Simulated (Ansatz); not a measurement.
## Band table of CuCl

```
CELL_PARAMETERS angstrom
0.00000 2.71010 2.71010
2.71010 0.00000 2.71010
2.71010 2.71010 0.00000
ATOMIC_POSITIONS crystal
Cu 0.00000 0.00000 0.00000
Cl 0.75000 0.75000 0.75000
```

Atoms are numbered in the order listed.

The cell is COD entry 9013925, as deposited and not checked against the literature; nothing was relaxed.

These are results of DFT, PBE, all-electron LAPW, Dirac equation with spin-orbit coupling in Ansatz 0.2.0, not measurements.

Numerical set-up: a Γ-centred 13×13×13 k mesh, Fermi–Dirac smearing of 0.05 eV, basis error target 0.25 meV/atom, no spin polarisation.

Path points, in fractions of the reciprocal vectors: Γ (0.000, 0.000, 0.000), X (-0.500, -0.500, 0.000), U (-0.375, -0.375, 0.250), K (-0.375, 0.000, 0.375), L (0.000, 0.000, 0.500), W (-0.500, -0.250, 0.250). Levels in eV from the valence-band top; bands 17 to 40, counted from the lowest band of the run. The gap is 0.46 eV, direct at Γ.

```
# k(1/Å) point b17 b18 b19 b20 b21 b22 b23 b24 b25 b26 b27 b28 b29 b30 b31 b32 b33 b34 b35 b36 b37 b38 b39 b40
0.000 Γ -17.08 -17.08 -5.03 -5.03 -4.96 -4.96 -4.96 -4.96 -1.55 -1.55 -1.55 -1.55 -0.09 -0.09 -0.09 -0.09 0.00 0.00 0.46 0.46 6.50 6.50 6.63 6.63
0.232 - -17.02 -17.02 -5.22 -5.22 -5.02 -5.02 -4.97 -4.97 -1.59 -1.59 -1.52 -1.52 -0.32 -0.32 -0.21 -0.21 -0.14 -0.14 1.09 1.09 6.13 6.13 6.81 6.81
0.464 - -16.88 -16.88 -5.71 -5.71 -5.06 -5.06 -5.01 -5.01 -1.68 -1.68 -1.48 -1.48 -0.59 -0.59 -0.50 -0.50 -0.42 -0.42 2.19 2.19 5.28 5.28 7.54 7.54
0.696 - -16.70 -16.70 -6.19 -6.19 -5.10 -5.10 -5.04 -5.04 -1.76 -1.76 -1.43 -1.43 -0.92 -0.92 -0.80 -0.80 -0.74 -0.74 3.15 3.15 4.60 4.60 8.06 8.06
0.927 - -16.55 -16.55 -6.51 -6.51 -5.13 -5.13 -5.07 -5.07 -1.77 -1.77 -1.40 -1.40 -1.23 -1.23 -1.05 -1.05 -0.99 -0.99 3.40 3.40 4.39 4.39 8.29 8.29
1.159 X -16.49 -16.49 -6.62 -6.62 -5.14 -5.14 -5.08 -5.08 -1.70 -1.70 -1.48 -1.48 -1.33 -1.33 -1.15 -1.15 -1.08 -1.08 3.37 3.37 4.36 4.36 8.66 8.66
1.241 - -16.49 -16.49 -6.61 -6.61 -5.16 -5.16 -5.09 -5.09 -1.72 -1.70 -1.53 -1.45 -1.35 -1.32 -1.20 -1.13 -1.06 -1.05 3.42 3.42 4.39 4.40 8.62 8.62
1.323 - -16.49 -16.49 -6.57 -6.56 -5.23 -5.23 -5.10 -5.10 -1.76 -1.70 -1.54 -1.46 -1.35 -1.32 -1.23 -1.11 -1.01 -1.01 3.55 3.56 4.48 4.49 8.50 8.51
1.405 - -16.49 -16.49 -6.50 -6.49 -5.36 -5.36 -5.09 -5.09 -1.81 -1.70 -1.52 -1.49 -1.35 -1.34 -1.23 -1.07 -0.98 -0.97 3.74 3.75 4.63 4.64 8.34 8.36
1.487 - -16.50 -16.50 -6.42 -6.40 -5.51 -5.50 -5.07 -5.07 -1.85 -1.71 -1.52 -1.48 -1.37 -1.33 -1.22 -1.01 -0.97 -0.91 3.95 3.95 4.82 4.84 8.16 8.19
1.569 U -16.50 -16.50 -6.32 -6.29 -5.67 -5.65 -5.05 -5.05 -1.87 -1.71 -1.55 -1.43 -1.39 -1.31 -1.22 -0.97 -0.95 -0.85 4.13 4.13 5.00 5.02 7.93 7.98
1.711 - -16.51 -16.51 -6.25 -6.22 -5.73 -5.71 -5.07 -5.07 -1.86 -1.70 -1.57 -1.43 -1.41 -1.31 -1.20 -1.01 -0.91 -0.78 4.36 4.36 5.08 5.10 7.55 7.59
1.853 - -16.51 -16.51 -6.20 -6.16 -5.77 -5.73 -5.12 -5.11 -1.84 -1.71 -1.59 -1.48 -1.40 -1.32 -1.18 -1.05 -0.87 -0.72 4.73 4.75 5.10 5.12 6.95 6.99
1.995 - -16.51 -16.51 -6.20 -6.16 -5.77 -5.73 -5.12 -5.11 -1.84 -1.71 -1.59 -1.48 -1.40 -1.32 -1.18 -1.05 -0.87 -0.72 4.73 4.75 5.10 5.12 6.95 6.99
2.137 - -16.51 -16.51 -6.25 -6.22 -5.73 -5.71 -5.07 -5.07 -1.86 -1.70 -1.57 -1.43 -1.41 -1.31 -1.20 -1.01 -0.91 -0.78 4.36 4.36 5.08 5.10 7.55 7.59
2.279 K -16.50 -16.50 -6.32 -6.29 -5.67 -5.65 -5.05 -5.05 -1.87 -1.71 -1.55 -1.43 -1.39 -1.31 -1.22 -0.97 -0.95 -0.85 4.13 4.13 5.00 5.02 7.93 7.98
2.525 - -16.56 -16.56 -6.19 -6.15 -5.77 -5.73 -4.99 -4.98 -1.80 -1.66 -1.55 -1.47 -1.29 -1.25 -1.14 -1.02 -0.71 -0.63 4.30 4.32 5.37 5.40 6.91 6.96
2.771 - -16.69 -16.69 -6.17 -6.15 -5.38 -5.36 -4.95 -4.94 -1.67 -1.64 -1.48 -1.46 -1.15 -1.11 -0.92 -0.92 -0.45 -0.38 3.49 3.50 5.93 5.94 6.29 6.29
3.017 - -16.87 -16.87 -5.80 -5.79 -5.12 -5.11 -4.95 -4.94 -1.65 -1.60 -1.54 -1.48 -0.77 -0.74 -0.60 -0.58 -0.23 -0.18 2.28 2.28 5.83 5.85 6.89 6.91
3.263 - -17.02 -17.02 -5.27 -5.26 -5.02 -5.01 -4.96 -4.96 -1.59 -1.56 -1.56 -1.52 -0.40 -0.38 -0.24 -0.20 -0.09 -0.07 1.12 1.12 6.22 6.23 6.73 6.74
3.508 Γ -17.08 -17.08 -5.03 -5.03 -4.96 -4.96 -4.96 -4.96 -1.55 -1.55 -1.55 -1.55 -0.09 -0.09 -0.09 -0.09 0.00 0.00 0.46 0.46 6.50 6.50 6.63 6.63
3.709 - -17.04 -17.04 -5.19 -5.19 -5.00 -5.00 -4.96 -4.96 -1.58 -1.56 -1.56 -1.53 -0.34 -0.34 -0.17 -0.11 -0.07 -0.07 0.93 0.93 6.34 6.34 6.68 6.68
3.910 - -16.93 -16.93 -5.65 -5.65 -5.00 -5.00 -4.96 -4.95 -1.59 -1.58 -1.58 -1.50 -0.70 -0.70 -0.32 -0.23 -0.19 -0.19 1.74 1.74 5.99 5.99 6.95 6.95
4.111 - -16.80 -16.80 -6.16 -6.16 -4.99 -4.99 -4.95 -4.94 -1.59 -1.59 -1.57 -1.47 -1.04 -1.04 -0.50 -0.40 -0.34 -0.34 2.42 2.42 6.01 6.01 7.08 7.08
4.312 - -16.68 -16.68 -6.53 -6.53 -4.99 -4.99 -4.95 -4.94 -1.59 -1.59 -1.51 -1.43 -1.26 -1.26 -0.65 -0.57 -0.49 -0.49 2.74 2.74 6.44 6.44 7.04 7.04
4.512 L -16.63 -16.63 -6.67 -6.67 -4.99 -4.99 -4.95 -4.95 -1.60 -1.60 -1.44 -1.44 -1.33 -1.33 -0.68 -0.68 -0.55 -0.55 2.81 2.81 6.71 6.71 6.99 6.99
4.676 - -16.62 -16.62 -6.63 -6.62 -5.07 -5.07 -4.97 -4.97 -1.65 -1.59 -1.44 -1.44 -1.37 -1.31 -0.75 -0.73 -0.60 -0.58 3.07 3.07 6.31 6.33 7.07 7.11
4.840 - -16.59 -16.58 -6.49 -6.48 -5.32 -5.32 -5.00 -5.00 -1.73 -1.60 -1.49 -1.45 -1.38 -1.32 -0.92 -0.83 -0.72 -0.63 3.69 3.69 5.74 5.76 6.97 7.00
5.004 - -16.54 -16.54 -6.31 -6.29 -5.61 -5.59 -5.06 -5.05 -1.80 -1.65 -1.56 -1.47 -1.36 -1.34 -1.09 -0.96 -0.83 -0.68 4.39 4.41 5.30 5.31 6.81 6.85
5.168 - -16.51 -16.50 -6.17 -6.12 -5.80 -5.76 -5.15 -5.13 -1.83 -1.73 -1.60 -1.50 -1.42 -1.32 -1.18 -1.08 -0.88 -0.72 4.91 4.95 5.05 5.06 6.90 6.95
5.332 W -16.49 -16.49 -6.14 -6.08 -5.83 -5.78 -5.20 -5.18 -1.81 -1.80 -1.60 -1.53 -1.45 -1.33 -1.17 -1.14 -0.89 -0.74 4.97 4.97 5.09 5.12 7.28 7.34
5.448 - -16.49 -16.49 -6.23 -6.20 -5.69 -5.67 -5.19 -5.18 -1.80 -1.79 -1.60 -1.51 -1.44 -1.33 -1.17 -1.14 -0.91 -0.76 4.71 4.71 5.00 5.03 7.65 7.71
5.564 - -16.49 -16.49 -6.39 -6.37 -5.48 -5.47 -5.17 -5.16 -1.78 -1.77 -1.59 -1.48 -1.43 -1.34 -1.18 -1.14 -0.95 -0.82 4.21 4.22 4.80 4.82 8.05 8.08
5.680 - -16.49 -16.49 -6.52 -6.51 -5.29 -5.29 -5.14 -5.13 -1.75 -1.73 -1.58 -1.44 -1.40 -1.34 -1.20 -1.14 -1.01 -0.91 3.76 3.78 4.58 4.59 8.35 8.36
5.796 - -16.49 -16.49 -6.60 -6.59 -5.18 -5.18 -5.11 -5.10 -1.73 -1.70 -1.55 -1.43 -1.36 -1.32 -1.21 -1.13 -1.06 -1.01 3.47 3.47 4.42 4.42 8.57 8.58
5.912 X -16.49 -16.49 -6.62 -6.62 -5.14 -5.14 -5.08 -5.08 -1.70 -1.70 -1.48 -1.48 -1.33 -1.33 -1.15 -1.15 -1.08 -1.08 3.37 3.37 4.36 4.36 8.66 8.66
```
